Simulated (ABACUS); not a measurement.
Here is an ABACUS 3.10.1 calculation.

Contents of INPUT:

```
INPUT_PARAMETERS
suffix              W
calculation         scf
basis_type          lcao
pseudo_dir          ./
orbital_dir         ./
latname             bcc
symmetry            0
dft_functional      pbe
ecutwfc             100
pseudo_rcut         10
nspin               4
nbands              34
ks_solver           genelpa
smearing_method     fd
smearing_sigma      0.00367493
scf_thr             1e-07
scf_nmax            100
mixing_type         broyden
mixing_beta         0.4
cal_force           1
cal_stress          1
noncolin            0
lspinorb            1
out_mul             1
out_chg             1
```

STRU

```
ATOMIC_SPECIES
W 183.8400 W.upf

NUMERICAL_ORBITAL
W_confined-atom_7au_3s2p2d1f.orb

LATTICE_CONSTANT
5.9803973693

ATOMIC_POSITIONS
Direct

W
0.0
1
0.0000000000 0.0000000000 0.0000000000 1 1 1
```

File KPT:

```
K_POINTS
0
Gamma
8 8 8 0 0 0
```

Potentials or basis: PseudoDojo NC FR 0.4 PBE stringent, DZP LCAO (the cutoffs set its grid).

The run is started by

```bash
$ OMP_NUM_THREADS=1 mpirun -np 4 abacus > log
```

Problem. Estimate the pressure.

Solution. 5.2 GPa.

Problem. Estimate the band gap on the k mesh.

Solution. None (metal or under the smearing width).

Caveat: the atomic orbitals were generated for these runs and aren't a published set; the basis of atomic orbitals isn't converged, which shifts pressures, moduli and gaps.
